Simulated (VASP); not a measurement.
**FePt (Tetraferroplatinum): accuracy against cost in the SCF solver and plane-wave cutoff**

Aim: find what the SCF solver and plane-wave cutoff change for FePt (Tetraferroplatinum), and what they cost. The atoms are off their equilibrium sites, so that forces can be compared too. The series runs use PBE. The SCF solver tried: ALGO = Normal; ALGO = Fast; ALGO = VeryFast; ALGO = All; ALGO = Damped; AMIX = 0.1, BMIX = 0.01; AMIX = 0.8; IMIX = 1, AMIX = 0.2. The plane-wave cutoff tried: ENCUT = 160; ENCUT = 200; ENCUT = 240; ENCUT = 270; ENCUT = 310; ENCUT = 350; ENCUT = 430; ENCUT = 540. The atoms of the start are displaced at random from the sites of a P4/mmm cell.

Method: PBE, spin-polarised from a ferromagnetic start (one magnetic atom a cell); plane waves and PAW (Fe, Pt), in VASP 6.6.1.

## Step 1: Starting point

Symmetry: P1, No. 1, triclinic system. Conventional cell: a = 2.724 Å, b = 2.724 Å, c = 3.720 Å, α = 90.00°, β = 90.00°, γ = 90.00°. Nearest to Fe lie 8 Pt at 2.62 to 2.74 Å and 4 Fe at 2.72 Å. Nearest to Pt lie 8 Fe at 2.62 to 2.74 Å and 4 Pt at 2.72 Å. Farther neighbours are not listed.

## Step 2: SCF solver: ALGO = Normal

All solvers should reach one answer; they differ in cycles and robustness. PBE, the usual starting point, adds the gradient of the density.

File INCAR:

```
SYSTEM = FePt
PREC = Accurate
ENCUT = 400
EDIFF = 1E-06
NELM = 100
ISMEAR = -1
SIGMA = 0.05
LREAL = .FALSE.
ALGO = Normal
GGA = PE
NBANDS = 18
ISPIN = 2
MAGMOM = 3 0
LASPH = .TRUE.
LMAXMIX = 4
LORBIT = 11
LWAVE = .FALSE.
LCHARG = .FALSE.
KPAR = 2
ISIF = 2
```

File POSCAR:

```
FePt
1.0
    2.7235000000      0.0000000000      0.0000000000
    0.0000000000      2.7235000000      0.0000000000
    0.0000000000      0.0000000000      3.7200000000
Fe Pt
1 1
Direct
   -0.0034110000     -0.0027260000      0.0021890000
    0.4912170000      0.5190000000      0.5115830000
```

File KPOINTS:

```
Automatic mesh
0
Gamma
7 7 5
0 0 0
```

Potentials, in the order of the species: Fe and Pt (PBE family, release 64).

Launch:

```bash
> mpirun -np 2 vasp_std
```

Log:

```text
[banner, memory and clock lines left out]
running    2 mpi-ranks, on    1 nodes
 distrk:  each k-point on    1 cores,    2 groups
 distr:  one band on    1 cores,    1 groups

 POSCAR found type information on POSCAR FePt
 POSCAR found :  2 types and       2 ions
 LDA part: xc-table for (Slater+PW92), standard interpolation
 POSCAR, INCAR and KPOINTS ok, starting setup
 FFT: planning ... GRIDC
 FFT: planning ... GRID_SOFT
 FFT: planning ... GRID
 WAVECAR not read
 entering main loop
       N       E                     dE             d eps       ncg     rms          rms(c)
DAV:   1     0.762051316045E+02    0.76205E+02   -0.72851E+03  9448   0.900E+02
DAV:   2    -0.134919394013E+02   -0.89697E+02   -0.79030E+02  9002   0.201E+02
DAV:   3    -0.161522969650E+02   -0.26604E+01   -0.26091E+01 10370   0.421E+01
DAV:   4    -0.161827354084E+02   -0.30438E-01   -0.30422E-01 10184   0.383E+00
DAV:   5    -0.161835350210E+02   -0.79961E-03   -0.79958E-03 10136   0.701E-01    0.166E+01
DAV:   6    -0.175548641348E+02   -0.13713E+01   -0.11643E+01  9440   0.700E+01    0.243E+01
DAV:   7    -0.148577283651E+02    0.26971E+01   -0.76654E+00 11214   0.675E+01    0.842E+00
DAV:   8    -0.148407159883E+02    0.17012E-01   -0.36797E-01 10352   0.802E+00    0.439E+00
DAV:   9    -0.147844276235E+02    0.56288E-01   -0.11802E-01 12562   0.613E+00    0.187E+00
DAV:  10    -0.147735249620E+02    0.10903E-01   -0.36005E-02 13238   0.330E+00    0.981E-01
DAV:  11    -0.147730270487E+02    0.49791E-03   -0.64428E-03 12238   0.126E+00    0.402E-01
DAV:  12    -0.147730318544E+02   -0.48058E-05   -0.37961E-04  9740   0.187E-01    0.134E-01
DAV:  13    -0.147730428227E+02   -0.10968E-04   -0.92942E-05 10030   0.971E-02    0.675E-02
DAV:  14    -0.147730301665E+02    0.12656E-04   -0.25102E-05 11978   0.964E-02    0.187E-02
DAV:  15    -0.147730304434E+02   -0.27687E-06   -0.23434E-06  7684   0.178E-02
   1 F= -.14773030E+02 E0= -.14766009E+02  d E =-.140420E-01  mag=     3.2571
```

It took 21 s on 2 MPI ranks of Intel Xeon Platinum 8559C (Emerald Rapids), shared host; peak memory 0.33 GiB; 41 s of CPU time.

Lines that name or quote the potential files are left out of all logs, and their timing lines are given in words.

OUTCAR, selected parts (step 2):

```text
ion  position               nearest neighbor table
   1  0.997  0.997  0.002-   2 2.62   2 2.63   2 2.67   2 2.68   2 2.68   2 2.69   2 2.72   2 2.74

  LATTYP: Found a simple tetragonal cell.
 ALAT       =     2.7235000000
 C/A-ratio  =     1.3658894804

 Subroutine GETGRP returns: Found  1 space group operations
 (whereof  1 operations were pure point group operations)

The static configuration has the point symmetry C_1 .

 Found    123 irreducible k-points:

   k-points           NKPTS =    123   k-points in BZ     NKDIM =    123   number of bands    NBANDS=     18

   dimension x,y,z NGX =    18 NGY =   18 NGZ =   24
   dimension x,y,z NGXF=    36 NGYF=   36 NGZF=   48

   ENCUT  =  400.0 eV  29.40 Ry    5.42 a.u.   4.44  4.44  6.07*2*pi/ulx,y,z

   NELECT =      18.0000    total number of electrons

 k-points in reciprocal lattice and weights: Automatic mesh
   0.00000000  0.00000000  0.00000000       0.004
   0.14285714  0.00000000  0.00000000       0.008
   0.00000000  0.14285714  0.00000000       0.008
   0.28571429  0.00000000  0.00000000       0.008
   0.00000000  0.28571429  0.00000000       0.008
   0.42857143  0.00000000  0.00000000       0.008
   0.00000000  0.42857143  0.00000000       0.008
   0.14285714  0.14285714  0.00000000       0.008
  -0.14285714  0.14285714  0.00000000       0.008
[...]
-0.42857143 -0.42857143  0.40000000       0.008
   0.42857143 -0.42857143  0.40000000       0.008

 average (electrostatic) potential at core
       1 -40.8987       2 -65.5124

 E-fermi :   8.6919

 spin component 1
 k-point     1 :       0.0000    0.0000    0.0000
  band No.  band energies     occupation
    ...
      7       6.5939      1.00000
      8       6.8063      1.00000
      9       8.1681      0.99997
     10       8.2944      0.99965
     11       8.3181      0.99943
     12      10.9994      0.00000
     13      18.4635      0.00000
     14      20.3709      0.00000
     15      20.4045      0.00000
     16      25.9340      0.00000
    ...

 k-point     2 :       0.1429    0.0000    0.0000
  band No.  band energies     occupation
    ...
      7       6.4744      1.00000
      8       6.8123      1.00000
      9       7.1494      1.00000
     10       7.7371      1.00000
     11       8.1635      0.99997
     12      12.6890      0.00000
     13      17.4720      0.00000
     14      18.8813      0.00000
     15      21.3441      0.00000
     16      26.3151      0.00000
    ...

 k-point     3 :       0.0000    0.1429    0.0000
  band No.  band energies     occupation
    ...
      7       6.4735      1.00000
      8       6.8099      1.00000
      9       7.1330      1.00000
     10       7.7291      1.00000
     11       8.1821      0.99996
     12      12.6830      0.00000
     13      17.4773      0.00000
     14      18.8935      0.00000
     15      21.3191      0.00000
     16      26.3231      0.00000
    ...

 k-point     4 :       0.2857    0.0000    0.0000
  band No.  band energies     occupation
    ...
      7       5.9984      1.00000
      8       6.2206      1.00000
      9       6.8965      1.00000
     10       7.3035      1.00000
     11       7.7851      1.00000
     12      14.0483      0.00000
     13      15.5181      0.00000
     14      18.6511      0.00000
     15      23.6259      0.00000
     16      23.9321      0.00000
    ...

 k-point     5 :       0.0000    0.2857    0.0000
  band No.  band energies     occupation
    ...
      7       5.9541      1.00000
      8       6.2152      1.00000
      9       6.8835      1.00000
     10       7.2834      1.00000
     11       7.7992      1.00000
     12      14.0567      0.00000
     13      15.5088      0.00000
     14      18.6473      0.00000
     15      23.6846      0.00000
     16      23.8746      0.00000
    ...

 k-point     6 :       0.4286    0.0000    0.0000
  band No.  band energies     occupation
    ...
      7       6.0449      1.00000
      8       6.2624      1.00000
      9       6.4631      1.00000
     10       7.2539      1.00000
     11       8.4902      0.98259
     12      11.2932      0.00000
     13      18.4443      0.00000
     14      18.9781      0.00000
     15      21.7274      0.00000
     16      22.8184      0.00000
    ...

  Total        0.5035181      0.4924003      0.6881893     -0.0087861      0.0652334     -0.0162061
  in kB       29.2366749     28.5911200     39.9595672     -0.5101604      3.7877666     -0.9410016
  external PRESSURE =      32.5957874 kB  Pullay stress =       0.0000000 kB

  energy-cutoff  :      400.00
  volume of cell :       27.59
      direct lattice vectors                 reciprocal lattice vectors
     2.723500000  0.000000000  0.000000000     0.367174592  0.000000000  0.000000000
     0.000000000  2.723500000  0.000000000     0.000000000  0.367174592  0.000000000
     0.000000000  0.000000000  3.720000000     0.000000000  0.000000000  0.268817204

 POSITION                                       TOTAL-FORCE (eV/Angst)
 -----------------------------------------------------------------------------------
      2.71421      2.71608      0.00814        -0.063770      0.255220      0.314414
      1.33783      1.41350      1.90309         0.063770     -0.255220     -0.314414
 -----------------------------------------------------------------------------------
    total drift:                                0.000025     -0.000087     -0.000067

  FREE ENERGIE OF THE ION-ELECTRON SYSTEM (eV)
  ---------------------------------------------------
  free  energy   TOTEN  =       -14.7730304434 eV

  energy  without entropy=      -14.7589884428  energy(sigma->0) =      -14.76600944

 total charge
# of ion       s       p       d       tot
------------------------------------------
    1        0.412   0.451   6.130   6.993
    2        0.715   0.664   8.055   9.434
--------------------------------------------------
tot          1.126   1.115  14.186  16.427

 magnetization (x)
# of ion       s       p       d       tot
------------------------------------------
    1        0.006  -0.009   2.925   2.922
    2       -0.027  -0.068   0.409   0.314
--------------------------------------------------
tot         -0.021  -0.077   3.334   3.236

[... 6 further parts left out ...]
```

The cell holds one magnetic atom, so no antiferromagnetic order fits into it. The k-mesh is coarse for a metal.

Numbers from this step:

```
SCF cycles                                        : 15
electrons                                         : 18
bands                                             : 18
irreducible k-points                              : 123
symmetry operations                               : 1
free energy (TOTEN)                               : -14.77 eV
energy at zero smearing                           : -14.77 eV
Fermi energy                                      : 8.692 eV
pressure                                          : 3.260 GPa
moment of the cell, from the last line of the log : 3.257 μB
metallic                                          : yes
```

Spin moment in the PAW sphere by atom:

```
atom  spin moment in the PAW sphere (μB)
 Fe1                                2.92
 Pt2                                0.31
```

The series starts at -7.3830 eV an atom and 3.26 GPa, after 15 cycles in 21 s.

## Step 3: SCF solver: ALGO = Fast

INCAR, as its differences from that of step 2:

```diff
@@ -8,3 +8,3 @@
 LREAL = .FALSE.
-ALGO = Normal
+ALGO = Fast
 GGA = PE
```

POSCAR is that of step 2.

KPOINTS is that of step 2.

Launch:

```bash
> mpirun -np 2 vasp_std
```

Log:

```text
[... set-up lines as in an earlier step ...]
 entering main loop
       N       E                     dE             d eps       ncg     rms          rms(c)
[... 5 cycles as in an earlier step ...]
RMM:   6    -0.175564992443E+02   -0.13730E+01   -0.75786E+00 10101   0.322E+01    0.251E+01
RMM:   7    -0.148655063375E+02    0.26910E+01   -0.17726E+00  9652   0.139E+01    0.812E+00
RMM:   8    -0.148153956673E+02    0.50111E-01   -0.18520E-01 10147   0.407E+00    0.420E+00
RMM:   9    -0.147943272345E+02    0.21068E-01   -0.28702E-02  9942   0.157E+00    0.258E+00
[...]
RMM:  14    -0.147730303275E+02   -0.13767E-04   -0.59416E-05 12513   0.601E-02    0.310E-02
RMM:  15    -0.147730310146E+02   -0.68710E-06   -0.10792E-05 10679   0.237E-02    0.114E-02
RMM:  16    -0.147730302246E+02    0.79002E-06   -0.20474E-06  7891   0.114E-02
   1 F= -.14773030E+02 E0= -.14766020E+02  d E =-.140207E-01  mag=     3.2570
```

Wall time 22 s (2 MPI ranks); peak memory 0.35 GiB.

OUTCAR, selected parts (step 3):

```text
  Total        0.5279548      0.5168505      0.7100238     -0.0087721      0.0651809     -0.0161963
  in kB       30.6555870     30.0108147     41.2273841     -0.5093494      3.7847172     -0.9404346
  external PRESSURE =      33.9645952 kB  Pullay stress =       0.0000000 kB

 POSITION                                       TOTAL-FORCE (eV/Angst)
 -----------------------------------------------------------------------------------
      2.71421      2.71608      0.00814        -0.063850      0.255526      0.314756
      1.33783      1.41350      1.90309         0.063850     -0.255526     -0.314756
 -----------------------------------------------------------------------------------
    total drift:                                0.000143     -0.000530     -0.000602

  FREE ENERGIE OF THE ION-ELECTRON SYSTEM (eV)
  ---------------------------------------------------
  free  energy   TOTEN  =       -14.7730302246 eV

  energy  without entropy=      -14.7590095475  energy(sigma->0) =      -14.76601989

 magnetization (x)
# of ion       s       p       d       tot
------------------------------------------
    1        0.006  -0.009   2.925   2.922
    2       -0.027  -0.068   0.409   0.313
--------------------------------------------------
tot         -0.021  -0.077   3.334   3.235

[... 2 parts as in an earlier step ...]

[... 1 further part left out ...]
[key lines of the parts left out:]
E-fermi :   8.6914
```

Against the first of the series the energy moves by -0.01 meV an atom and the pressure by +0.14 GPa, after 16 cycles in 22 s.

## Step 4: SCF solver: ALGO = VeryFast

INCAR, as its differences from that of step 3:

```diff
@@ -8,3 +8,3 @@
 LREAL = .FALSE.
-ALGO = Fast
+ALGO = VeryFast
 GGA = PE
```

POSCAR is that of step 3.

KPOINTS is that of step 3.

Launch:

```bash
> mpirun -np 2 vasp_std
```

Log:

```text
[... set-up lines as in an earlier step ...]
 entering main loop
       N       E                     dE             d eps       ncg     rms          rms(c)
RMM:   1     0.109823297396E+03    0.10982E+03   -0.44815E+03  4428   0.725E+02
RMM:   2     0.636025628555E+01   -0.10346E+03   -0.96176E+02  4428   0.186E+02
RMM:   3    -0.100946445701E+02   -0.16455E+02   -0.91609E+01  4428   0.730E+01
RMM:   4    -0.153420070855E+02   -0.52474E+01   -0.21388E+01  4428   0.531E+01
[...]
RMM:  20    -0.147730351453E+02    0.21404E-04   -0.74185E-05 10346   0.829E-02    0.482E-02
RMM:  21    -0.147730305154E+02    0.46298E-05   -0.14353E-05 11360   0.350E-02    0.204E-02
RMM:  22    -0.147730308759E+02   -0.36042E-06   -0.34242E-06  9897   0.179E-02
   1 F= -.14773031E+02 E0= -.14766009E+02  d E =-.140447E-01  mag=     3.2569
```

The job ended after 28 s (2 MPI ranks; peak memory 0.34 GiB; 54 s of CPU time).

From OUTCAR (step 4):

```text
  Total        0.4932347      0.4820906      0.6780387     -0.0087839      0.0652300     -0.0162113
  in kB       28.6395705     27.9924919     39.3701757     -0.5100369      3.7875656     -0.9413041
  external PRESSURE =      32.0007461 kB  Pullay stress =       0.0000000 kB

 POSITION                                       TOTAL-FORCE (eV/Angst)
 -----------------------------------------------------------------------------------
      2.71421      2.71608      0.00814        -0.063871      0.255625      0.314513
      1.33783      1.41350      1.90309         0.063871     -0.255625     -0.314513
 -----------------------------------------------------------------------------------
    total drift:                                0.000115     -0.000412      0.000016

  FREE ENERGIE OF THE ION-ELECTRON SYSTEM (eV)
  ---------------------------------------------------
  free  energy   TOTEN  =       -14.7730308759 eV

  energy  without entropy=      -14.7589861589  energy(sigma->0) =      -14.76600852

[... 3 parts as in an earlier step ...]

[... 1 further part left out ...]
[key lines of the parts left out:]
E-fermi :   8.6922
```

Against the first of the series the energy stays within 0.01 meV an atom; the pressure moves by -0.06 GPa, after 22 cycles in 28 s.

## Step 5: SCF solver: ALGO = All

INCAR, as its differences from that of step 4:

```diff
@@ -8,3 +8,3 @@
 LREAL = .FALSE.
-ALGO = VeryFast
+ALGO = All
 GGA = PE
```

POSCAR is that of step 4.

KPOINTS is that of step 4.

Launch:

```bash
> mpirun -np 2 vasp_std
```

Log:

```text
[... set-up lines as in an earlier step ...]
 entering main loop
       N       E                     dE             d eps       ncg     rms           ort
DAV:   1     0.762051316045E+02    0.76205E+02   -0.83294E+03  2214   0.109E+03
DAV:   2    -0.134919394013E+02   -0.89697E+02   -0.79030E+02  2214   0.201E+02
DAV:   3    -0.161522969650E+02   -0.26604E+01   -0.26091E+01  2214   0.421E+01
DAV:   4    -0.161827354084E+02   -0.30438E-01   -0.30422E-01  2214   0.383E+00
DAV:   5    -0.161835350210E+02   -0.79961E-03   -0.79958E-03  2214   0.701E-01
SDA:   6    -0.935163669464E+01    0.68319E+01   -0.79958E-03  2214   0.450E+02   0.000E+00
 gam= 0.000 g(H,U,f)=  0.148E+02 0.282E+02 0.209E+01 ort(H,U,f) = 0.000E+00 0.000E+00 0.000E+00
 gam= 0.000 trial= 0.400  step=  0.1597 mean=  0.4000
CGA:   7    -0.137797859501E+02   -0.44281E+01   -0.35969E+01  2214   0.294E+01   0.775E+01
 gam= 0.065 g(H,U,f)=  0.906E+00 0.189E+01 0.142E+00 ort(H,U,f) = 0.197E+01 0.550E+01 0.281E+00
 gam= 0.065 trial= 0.376  step=  0.2922 mean=  0.3760
[...]
gam= 0.252 trial= 0.329  step=  0.1883 mean=  0.3291
CGA:  22    -0.147730180126E+02   -0.59548E-05   -0.60648E-05  2214   0.236E-04   0.155E-05
 gam= 0.373 g(H,U,f)=  0.118E-04 0.837E-05 0.339E-05 ort(H,U,f) = 0.980E-06 0.164E-06 0.410E-06
 gam= 0.373 trial= 0.315  step=  0.5404 mean=  0.3150
CGA:  23    -0.147730245256E+02   -0.65131E-05   -0.65327E-05  2214   0.266E-04  -0.172E-06
 gam= 1.129 g(H,U,f)=  0.106E-04 0.111E-04 0.494E-05 ort(H,U,f) =-0.302E-05-0.109E-05 0.393E-05
 gam= 1.129 trial= 0.338  step=  0.2184 mean=  0.3376
CGA:  24    -0.147730274710E+02   -0.29453E-05   -0.28872E-05  2214   0.719E-05  -0.941E-06
 gam= 0.270 g(H,U,f)=  0.516E-05 0.171E-05 0.322E-06 ort(H,U,f) =-0.352E-06-0.384E-06-0.205E-06
 gam= 0.270 trial= 0.326  step=  0.4155 mean=  0.3257
CGA:  25    -0.147730289143E+02   -0.14433E-05   -0.14418E-05  2214   0.691E-05   0.296E-07
 gam= 0.960 g(H,U,f)=  0.179E-05 0.374E-05 0.138E-05 ort(H,U,f) =-0.286E-06 0.843E-06-0.528E-06
 gam= 0.960 trial= 0.335  step=  0.2205 mean=  0.3346
CGA:  26    -0.147730296486E+02   -0.73429E-06   -0.76460E-06  2214   0.149E-05   0.528E-06
 gam= 0.216 g(H,U,f)=  0.132E-05 0.140E-06 0.317E-07 ort(H,U,f) =-0.714E-06 0.102E-05 0.222E-06
 gam= 0.216 trial= 0.323  step=  0.3125 mean=  0.3232
 final diagonalization occupied
   1 F= -.14773030E+02 E0= -.14766026E+02  d E =-.140082E-01  mag=     3.2568
```

It took 33 s on 2 MPI ranks; peak memory 0.48 GiB; 63 s of CPU time.

Parts of OUTCAR (step 5):

```text
  Total        0.5185523      0.5074402      0.6960934     -0.0087822      0.0652305     -0.0162070
  in kB       30.1096326     29.4644123     40.4185190     -0.5099393      3.7875975     -0.9410586
  external PRESSURE =      33.3308547 kB  Pullay stress =       0.0000000 kB

 POSITION                                       TOTAL-FORCE (eV/Angst)
 -----------------------------------------------------------------------------------
      2.71421      2.71608      0.00814        -0.063763      0.255198      0.314606
      1.33783      1.41350      1.90309         0.063763     -0.255198     -0.314606
 -----------------------------------------------------------------------------------
    total drift:                               -0.000012      0.000070      0.000396

  FREE ENERGIE OF THE ION-ELECTRON SYSTEM (eV)
  ---------------------------------------------------
  free  energy   TOTEN  =       -14.7730296486 eV

  energy  without entropy=      -14.7590214936  energy(sigma->0) =      -14.76602557

[... 3 parts as in an earlier step ...]

[... 1 further part left out ...]
[key lines of the parts left out:]
E-fermi :   8.6915
```

Against the first of the series the energy moves by -0.01 meV an atom and the pressure by +0.07 GPa, after 26 cycles in 33 s.

[end of part 1 of 3]

[Lines on the potential files, build, host, timing and source positions are cut from VASP's logs without a mark.]

[Logs are printed without paths, hosts, clocks, repeated set-up lines and the standing remarks that a program may print on its own settings, such as how far it seeks lower states.]

[Hosts, paths, dates, database ids (printed as entryN), source tags and the programs' standing remarks are cut or masked in the printed files.]

[A measured line is paired with the nearest computed mode of its activity, which favours agreement.]
